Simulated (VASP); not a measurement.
# Au (Im-3m) in VASP: further runs, part 3 of 7

VASP 6.6.1. The steps go on from the part before.

## Step 28: Equation of state, PBE, 17.66 Å³/atom

The input, INCAR:

```
ADDGRID = F
ALGO = Normal
EDIFF = 1E-6
ENCUT = 520
GGA = PE
ISIF = 2
ISMEAR = 1
LASPH = T
LCHARG = F
LREAL = F
LWAVE = F
NELM = 100
PREC = Accurate
SIGMA = 0.15
```

The input, KPOINTS:

```
k-points
0
Gamma
  4 4 4
```

The input, POSCAR:

```
Au
1.0
   -1.6405277645      1.6405277645      1.6405277645
    1.6405277645     -1.6405277645      1.6405277645
    1.6405277645      1.6405277645     -1.6405277645
Au
1
Direct
    0.0000000000      0.0000000000      0.0000000000
```

Launch:

```console
cat potpaw_PBE.64/Au/POTCAR > POTCAR
mpirun -np 1 vasp_std > vasp.out
```

It took 4.1 s on 1 thread of Intel Xeon 6975P-C (Granite Rapids), shared host; peak memory 0.12 GiB.

These settings aren't checked as converged: the numbers below hold their error.

Results:

```yaml
Free_energy: -2.9768 eV
Pressure: 1.6 GPa
Band_gap_on_the_k_mesh: none (metal or under the smearing width)
```

Caveat: the k mesh is coarse (spacing up to 0.68 Å⁻¹), so the values aren't converged.

## Step 29: Equation of state, PBE, 18.75 Å³/atom

INCAR is that of step 28.

KPOINTS is that of step 28.

The input, POSCAR:

```
Au
1.0
   -1.6736786712      1.6736786712      1.6736786712
    1.6736786712     -1.6736786712      1.6736786712
    1.6736786712      1.6736786712     -1.6736786712
Au
1
Direct
    0.0000000000      0.0000000000      0.0000000000
```

Launch:

```console
cat potpaw_PBE.64/Au/POTCAR > POTCAR
mpirun -np 1 vasp_std > vasp.out
```

Run time: 3.6 s. Hardware: 1 thread of Intel Xeon 6975P-C (Granite Rapids), shared host; peak memory 0.12 GiB.

These settings aren't checked as converged: the numbers below hold their error.

Results:

```
Free energy            : -2.9584 eV
Pressure               : -6.6 GPa
Band gap on the k mesh : none (metal or under the smearing width)
```

Caveat: the k mesh is coarse (spacing up to 0.66 Å⁻¹), so the values aren't converged.

## Step 30: Equation of state, PBE, 17.66 Å³/atom

Changes to INCAR since step 29:

```diff
@@ -3,3 +3,3 @@
 EDIFF = 1E-6
-ENCUT = 520
+ENCUT = 340
 GGA = PE
```

The input, KPOINTS:

```
k-points
0
Gamma
  5 5 5
```

The input, POSCAR:

```
Au
1.0
   -1.6405277645      1.6405277645      1.6405277645
    1.6405277645     -1.6405277645      1.6405277645
    1.6405277645      1.6405277645     -1.6405277645
Au
1
Direct
    0.0000000000      0.0000000000      0.0000000000
```

Potentials or basis: VASP PAW PBE potentials, release 64 (Au).

Launch:

```console
cat potpaw_PBE.64/Au/POTCAR > POTCAR
mpirun -np 1 vasp_std > vasp.out
```

It took 3.3 s on 1 thread of Intel Xeon 6975P-C (Granite Rapids), shared host; peak memory 0.1 GiB.

These settings aren't checked as converged: the numbers below hold their error.

What came out:

* Free energy: -3.1941 eV
* Pressure: 2.4 GPa
* Band gap on the k mesh: none (metal or under the smearing width)

Caveat: the k mesh is coarse (spacing up to 0.54 Å⁻¹), so the values aren't converged.

## Step 31: Equation of state, PBE, 18.75 Å³/atom

INCAR is that of step 30.

KPOINTS is that of step 30.

The input, POSCAR:

```
Au
1.0
   -1.6736786712      1.6736786712      1.6736786712
    1.6736786712     -1.6736786712      1.6736786712
    1.6736786712      1.6736786712     -1.6736786712
Au
1
Direct
    0.0000000000      0.0000000000      0.0000000000
```

Launch:

```console
cat potpaw_PBE.64/Au/POTCAR > POTCAR
mpirun -np 1 vasp_std > vasp.out
```

Run time: 3.5 s. Hardware: 1 thread of Intel Xeon 6975P-C (Granite Rapids), shared host; peak memory 0.1 GiB.

The run converged, but some of its settings lie outside the range that counts as converged, so its numbers aren't taken as properties of the crystal.

Results:

```yaml
Free_energy: -3.1879 eV
Pressure: -5.5 GPa
Band_gap_on_the_k_mesh: none (metal or under the smearing width)
```

Caveat: the k mesh is coarse (spacing up to 0.53 Å⁻¹), so the values aren't converged.

## Step 32: Equation of state, PBE, 17.66 Å³/atom

Changes to INCAR since step 31:

```diff
@@ -3,3 +3,3 @@
 EDIFF = 1E-6
-ENCUT = 340
+ENCUT = 650
 GGA = PE
```

The input, KPOINTS:

```
k-points
0
Gamma
  4 4 4
```

The input, POSCAR:

```
Au
1.0
   -1.6405277645      1.6405277645      1.6405277645
    1.6405277645     -1.6405277645      1.6405277645
    1.6405277645      1.6405277645     -1.6405277645
Au
1
Direct
    0.0000000000      0.0000000000      0.0000000000
```

Launch:

```console
cat potpaw_PBE.64/Au/POTCAR > POTCAR
mpirun -np 1 vasp_std > vasp.out
```

It took 3.6 s on 1 thread of Intel Xeon 6975P-C (Granite Rapids), shared host; peak memory 0.13 GiB.

These settings aren't checked as converged: the numbers below hold their error.

Results:

| Item | Value |
| --- | --- |
| Free energy | -2.9768 eV |
| Pressure | 1.7 GPa |
| Band gap on the k mesh | none (metal or under the smearing width) |

Caveat: the k mesh is coarse (spacing up to 0.68 Å⁻¹), so the values aren't converged.

## Step 33: Equation of state, PBE, 18.75 Å³/atom

INCAR is that of step 32.

KPOINTS is that of step 32.

The input, POSCAR:

```
Au
1.0
   -1.6736786712      1.6736786712      1.6736786712
    1.6736786712     -1.6736786712      1.6736786712
    1.6736786712      1.6736786712     -1.6736786712
Au
1
Direct
    0.0000000000      0.0000000000      0.0000000000
```

Potentials or basis: VASP PAW PBE potentials, release 64 (Au).

Launch:

```console
cat potpaw_PBE.64/Au/POTCAR > POTCAR
mpirun -np 1 vasp_std > vasp.out
```

Wall time 3.9 s (1 thread of Intel Xeon 6975P-C (Granite Rapids), shared host); peak memory 0.12 GiB.

The run converged, but some of its settings lie outside the range that counts as converged, so its numbers aren't taken as properties of the crystal.

Results:

| Property | Result |
| --- | --- |
| Free energy | -2.9582 eV |
| Pressure | -6.5 GPa |
| Band gap on the k mesh | none (metal or under the smearing width) |

Caveat: the k mesh is coarse (spacing up to 0.66 Å⁻¹), so the values aren't converged.

## Step 34: Equation of state, PBE, 17.66 Å³/atom

Changes to INCAR since step 33:

```diff
@@ -3,3 +3,3 @@
 EDIFF = 1E-6
-ENCUT = 650
+ENCUT = 220
 GGA = PE
```

The input, KPOINTS:

```
k-points
0
Gamma
  7 7 7
```

The input, POSCAR:

```
Au
1.0
   -1.6405277645      1.6405277645      1.6405277645
    1.6405277645     -1.6405277645      1.6405277645
    1.6405277645      1.6405277645     -1.6405277645
Au
1
Direct
    0.0000000000      0.0000000000      0.0000000000
```

Launch:

```console
cat potpaw_PBE.64/Au/POTCAR > POTCAR
mpirun -np 1 vasp_std > vasp.out
```

Run time: 2.7 s. Hardware: 1 thread of Intel Xeon 6975P-C (Granite Rapids), shared host; peak memory 0.09 GiB.

The run converged, but a check on its numbers failed (symmetry, net force, bounds or a known fault of this set-up), so they aren't taken as properties of the crystal.

Caveat: the k mesh is coarse (spacing up to 0.39 Å⁻¹), so the values aren't converged; the cutoff lies under the usual one of these potentials, so the numbers hold a large basis-set error.

## Step 35: Equation of state, PBE, 18.75 Å³/atom

INCAR is that of step 34.

KPOINTS is that of step 34.

The input, POSCAR:

```
Au
1.0
   -1.6736786712      1.6736786712      1.6736786712
    1.6736786712     -1.6736786712      1.6736786712
    1.6736786712      1.6736786712     -1.6736786712
Au
1
Direct
    0.0000000000      0.0000000000      0.0000000000
```

Launch:

```console
cat potpaw_PBE.64/Au/POTCAR > POTCAR
mpirun -np 1 vasp_std > vasp.out
```

Wall time 2.6 s (1 thread of Intel Xeon 6975P-C (Granite Rapids), shared host); peak memory 0.08 GiB.

The run converged, but a check on its numbers failed (symmetry, net force, bounds or a known fault of this set-up), so they aren't taken as properties of the crystal.

Caveat: the k mesh is coarse (spacing up to 0.38 Å⁻¹), so the values aren't converged; the cutoff lies under the usual one of these potentials, so the numbers hold a large basis-set error.

## Step 36: Equation of state, PBE, 17.66 Å³/atom

Changes to INCAR since step 35:

```diff
@@ -3,3 +3,3 @@
 EDIFF = 1E-6
-ENCUT = 220
+ENCUT = 460
 GGA = PE
```

The input, KPOINTS:

```
k-points
0
Gamma
  5 5 5
```

The input, POSCAR:

```
Au
1.0
   -1.6405277645      1.6405277645      1.6405277645
    1.6405277645     -1.6405277645      1.6405277645
    1.6405277645      1.6405277645     -1.6405277645
Au
1
Direct
    0.0000000000      0.0000000000      0.0000000000
```

Potentials or basis: VASP PAW PBE potentials, release 64 (Au).

Launch:

```console
cat potpaw_PBE.64/Au/POTCAR > POTCAR
mpirun -np 1 vasp_std > vasp.out
```

Wall time 3.6 s (1 thread of Intel Xeon 6975P-C (Granite Rapids), shared host); peak memory 0.11 GiB.

The run converged, but some of its settings lie outside the range that counts as converged, so its numbers aren't taken as properties of the crystal.

Results:

```yaml
Free_energy: -3.1940 eV
Pressure: 3.2 GPa
Band_gap_on_the_k_mesh: none (metal or under the smearing width)
```

Caveat: the k mesh is coarse (spacing up to 0.54 Å⁻¹), so the values aren't converged.

## Step 37: Equation of state, PBE, 18.75 Å³/atom

INCAR is that of step 36.

KPOINTS is that of step 36.

The input, POSCAR:

```
Au
1.0
   -1.6736786712      1.6736786712      1.6736786712
    1.6736786712     -1.6736786712      1.6736786712
    1.6736786712      1.6736786712     -1.6736786712
Au
1
Direct
    0.0000000000      0.0000000000      0.0000000000
```

Launch:

```console
cat potpaw_PBE.64/Au/POTCAR > POTCAR
mpirun -np 1 vasp_std > vasp.out
```

Wall time 3.8 s (1 thread of Intel Xeon 6975P-C (Granite Rapids), shared host); peak memory 0.11 GiB.

The run converged, but some of its settings lie outside the range that counts as converged, so its numbers aren't taken as properties of the crystal.

Results:

```
Free energy            : -3.1875 eV
Pressure               : -4.7 GPa
Band gap on the k mesh : none (metal or under the smearing width)
```

Caveat: the k mesh is coarse (spacing up to 0.53 Å⁻¹), so the values aren't converged.

## Step 38: Equation of state, PBE, 17.66 Å³/atom

Changes to INCAR since step 37:

```diff
@@ -13,2 +13,2 @@
 PREC = Accurate
-SIGMA = 0.15
+SIGMA = 0.4
```

KPOINTS is that of step 37.

The input, POSCAR:

```
Au
1.0
   -1.6405277645      1.6405277645      1.6405277645
    1.6405277645     -1.6405277645      1.6405277645
    1.6405277645      1.6405277645     -1.6405277645
Au
1
Direct
    0.0000000000      0.0000000000      0.0000000000
```

Launch:

```console
cat potpaw_PBE.64/Au/POTCAR > POTCAR
mpirun -np 1 vasp_std > vasp.out
```

Run time: 3.9 s. Hardware: 1 thread of Intel Xeon 6975P-C (Granite Rapids), shared host; peak memory 0.1 GiB.

These settings aren't checked as converged: the numbers below hold their error.

Results:

| Item | Value |
| --- | --- |
| Free energy | -3.2055 eV |
| Pressure | 3.2 GPa |
| Band gap on the k mesh | none (metal or under the smearing width) |

Caveat: the k mesh is coarse (spacing up to 0.54 Å⁻¹), so the values aren't converged.

## Step 39: Equation of state, PBE, 18.75 Å³/atom

INCAR is that of step 38.

KPOINTS is that of step 38.

The input, POSCAR:

```
Au
1.0
   -1.6736786712      1.6736786712      1.6736786712
    1.6736786712     -1.6736786712      1.6736786712
    1.6736786712      1.6736786712     -1.6736786712
Au
1
Direct
    0.0000000000      0.0000000000      0.0000000000
```

Potentials or basis: VASP PAW PBE potentials, release 64 (Au).

Launch:

```console
cat potpaw_PBE.64/Au/POTCAR > POTCAR
mpirun -np 1 vasp_std > vasp.out
```

Run time: 3.5 s. Hardware: 1 thread of Intel Xeon 6975P-C (Granite Rapids), shared host; peak memory 0.11 GiB.

These settings aren't checked as converged: the numbers below hold their error.

Results:

```yaml
Free_energy: -3.1990 eV
Pressure: -4.7 GPa
Band_gap_on_the_k_mesh: none (metal or under the smearing width)
```

Caveat: the k mesh is coarse (spacing up to 0.53 Å⁻¹), so the values aren't converged.

## Step 40: Equation of state, PBE, 17.66 Å³/atom

Changes to INCAR since step 39:

```diff
@@ -13,2 +13,2 @@
 PREC = Accurate
-SIGMA = 0.4
+SIGMA = 0.2
```

KPOINTS is that of step 39.

The input, POSCAR:

```
Au
1.0
   -1.6405277645      1.6405277645      1.6405277645
    1.6405277645     -1.6405277645      1.6405277645
    1.6405277645      1.6405277645     -1.6405277645
Au
1
Direct
    0.0000000000      0.0000000000      0.0000000000
```

Launch:

```console
cat potpaw_PBE.64/Au/POTCAR > POTCAR
mpirun -np 1 vasp_std > vasp.out
```

Wall time 3.1 s (1 thread of Intel Xeon 6975P-C (Granite Rapids), shared host); peak memory 0.1 GiB.

These settings aren't checked as converged: the numbers below hold their error.

What came out:

- Free energy: -3.1963 eV
- Pressure: 3.2 GPa
- Band gap on the k mesh: none (metal or under the smearing width)

Caveat: the k mesh is coarse (spacing up to 0.54 Å⁻¹), so the values aren't converged.

## Step 41: Equation of state, PBE, 18.75 Å³/atom

INCAR is that of step 40.

KPOINTS is that of step 40.

The input, POSCAR:

```
Au
1.0
   -1.6736786712      1.6736786712      1.6736786712
    1.6736786712     -1.6736786712      1.6736786712
    1.6736786712      1.6736786712     -1.6736786712
Au
1
Direct
    0.0000000000      0.0000000000      0.0000000000
```

Launch:

```console
cat potpaw_PBE.64/Au/POTCAR > POTCAR
mpirun -np 1 vasp_std > vasp.out
```

Wall time 2.9 s (1 thread of Intel Xeon 6975P-C (Granite Rapids), shared host); peak memory 0.12 GiB.

The run converged, but some of its settings lie outside the range that counts as converged, so its numbers aren't taken as properties of the crystal.

Results:

| Item | Value |
| --- | --- |
| Free energy | -3.1898 eV |
| Pressure | -4.7 GPa |
| Band gap on the k mesh | none (metal or under the smearing width) |

Caveat: the k mesh is coarse (spacing up to 0.53 Å⁻¹), so the values aren't converged.

## Step 42: Equation of state, PBE, 17.66 Å³/atom

Changes to INCAR since step 41:

```diff
@@ -13,2 +13,2 @@
 PREC = Accurate
-SIGMA = 0.2
+SIGMA = 0.1
```

KPOINTS is that of step 41.

The input, POSCAR:

```
Au
1.0
   -1.6405277645      1.6405277645      1.6405277645
    1.6405277645     -1.6405277645      1.6405277645
    1.6405277645      1.6405277645     -1.6405277645
Au
1
Direct
    0.0000000000      0.0000000000      0.0000000000
```

Potentials or basis: VASP PAW PBE potentials, release 64 (Au).

Launch:

```console
cat potpaw_PBE.64/Au/POTCAR > POTCAR
mpirun -np 1 vasp_std > vasp.out
```

Wall time 2.8 s (1 thread of Intel Xeon 6975P-C (Granite Rapids), shared host); peak memory 0.11 GiB.

These settings aren't checked as converged: the numbers below hold their error.

What came out:

```
Free energy            : -3.1917 eV
Pressure               : 3.2 GPa
Band gap on the k mesh : none (metal or under the smearing width)
```

Caveat: the k mesh is coarse (spacing up to 0.54 Å⁻¹), so the values aren't converged.

## Step 43: Equation of state, PBE, 18.75 Å³/atom

INCAR is that of step 42.

KPOINTS is that of step 42.

The input, POSCAR:

```
Au
1.0
   -1.6736786712      1.6736786712      1.6736786712
    1.6736786712     -1.6736786712      1.6736786712
    1.6736786712      1.6736786712     -1.6736786712
Au
1
Direct
    0.0000000000      0.0000000000      0.0000000000
```

Launch:

```console
cat potpaw_PBE.64/Au/POTCAR > POTCAR
mpirun -np 1 vasp_std > vasp.out
```

Wall time 3 s (1 thread of Intel Xeon 6975P-C (Granite Rapids), shared host); peak memory 0.12 GiB.

The run converged, but some of its settings lie outside the range that counts as converged, so its numbers aren't taken as properties of the crystal.

What came out:

```yaml
Free_energy: -3.1852 eV
Pressure: -4.7 GPa
Band_gap_on_the_k_mesh: none (metal or under the smearing width)
```

Caveat: the k mesh is coarse (spacing up to 0.53 Å⁻¹), so the values aren't converged.

## Step 44: Equation of state, PBE, 17.66 Å³/atom

Changes to INCAR since step 43:

```diff
@@ -13,2 +13,2 @@
 PREC = Accurate
-SIGMA = 0.1
+SIGMA = 0.05
```

KPOINTS is that of step 43.

The input, POSCAR:

```
Au
1.0
   -1.6405277645      1.6405277645      1.6405277645
    1.6405277645     -1.6405277645      1.6405277645
    1.6405277645      1.6405277645     -1.6405277645
Au
1
Direct
    0.0000000000      0.0000000000      0.0000000000
```

Launch:

```console
cat potpaw_PBE.64/Au/POTCAR > POTCAR
mpirun -np 1 vasp_std > vasp.out
```

Wall time 3.2 s (1 thread of Intel Xeon 6975P-C (Granite Rapids), shared host); peak memory 0.11 GiB.

These settings aren't checked as converged: the numbers below hold their error.

What came out:

```
Free energy            : -3.1894 eV
Pressure               : 3.2 GPa
Band gap on the k mesh : none (metal or under the smearing width)
```

Caveat: the k mesh is coarse (spacing up to 0.54 Å⁻¹), so the values aren't converged.

## Step 45: Equation of state, PBE, 18.75 Å³/atom

INCAR is that of step 44.

KPOINTS is that of step 44.

The input, POSCAR:

```
Au
1.0
   -1.6736786712      1.6736786712      1.6736786712
    1.6736786712     -1.6736786712      1.6736786712
    1.6736786712      1.6736786712     -1.6736786712
Au
1
Direct
    0.0000000000      0.0000000000      0.0000000000
```

Potentials or basis: VASP PAW PBE potentials, release 64 (Au).

Launch:

```console
cat potpaw_PBE.64/Au/POTCAR > POTCAR
mpirun -np 1 vasp_std > vasp.out
```

Run time: 3.5 s. Hardware: 1 thread of Intel Xeon 6975P-C (Granite Rapids), shared host; peak memory 0.11 GiB.

These settings aren't checked as converged: the numbers below hold their error.

What came out:

```yaml
Free_energy: -3.1829 eV
Pressure: -4.7 GPa
Band_gap_on_the_k_mesh: none (metal or under the smearing width)
```

Caveat: the k mesh is coarse (spacing up to 0.53 Å⁻¹), so the values aren't converged.

## Step 46: Equation of state, PBE, 17.66 Å³/atom

Changes to INCAR since step 45:

```diff
@@ -13,2 +13,2 @@
 PREC = Accurate
-SIGMA = 0.05
+SIGMA = 0.02
```

KPOINTS is that of step 45.

The input, POSCAR:

```
Au
1.0
   -1.6405277645      1.6405277645      1.6405277645
    1.6405277645     -1.6405277645      1.6405277645
    1.6405277645      1.6405277645     -1.6405277645
Au
1
Direct
    0.0000000000      0.0000000000      0.0000000000
```

Launch:

```console
cat potpaw_PBE.64/Au/POTCAR > POTCAR
mpirun -np 1 vasp_std > vasp.out
```

It took 3.4 s on 1 thread of Intel Xeon 6975P-C (Granite Rapids), shared host; peak memory 0.1 GiB.

The run converged, but some of its settings lie outside the range that counts as converged, so its numbers aren't taken as properties of the crystal.

Results:

* Free energy: -3.1880 eV
* Pressure: 3.2 GPa
* Band gap on the k mesh: none (metal or under the smearing width)

Caveat: the k mesh is coarse (spacing up to 0.54 Å⁻¹), so the values aren't converged.

## Step 47: Equation of state, PBE, 18.75 Å³/atom

INCAR is that of step 46.

KPOINTS is that of step 46.

The input, POSCAR:

```
Au
1.0
   -1.6736786712      1.6736786712      1.6736786712
    1.6736786712     -1.6736786712      1.6736786712
    1.6736786712      1.6736786712     -1.6736786712
Au
1
Direct
    0.0000000000      0.0000000000      0.0000000000
```

Launch:

```console
cat potpaw_PBE.64/Au/POTCAR > POTCAR
mpirun -np 1 vasp_std > vasp.out
```

It took 3.1 s on 1 thread of Intel Xeon 6975P-C (Granite Rapids), shared host; peak memory 0.11 GiB.

The run converged, but some of its settings lie outside the range that counts as converged, so its numbers aren't taken as properties of the crystal.

Results:

| Item | Value |
| --- | --- |
| Free energy | -3.1815 eV |
| Pressure | -4.7 GPa |
| Band gap on the k mesh | none (metal or under the smearing width) |

Caveat: the k mesh is coarse (spacing up to 0.53 Å⁻¹), so the values aren't converged.

(Continued in part 4 of 7.)
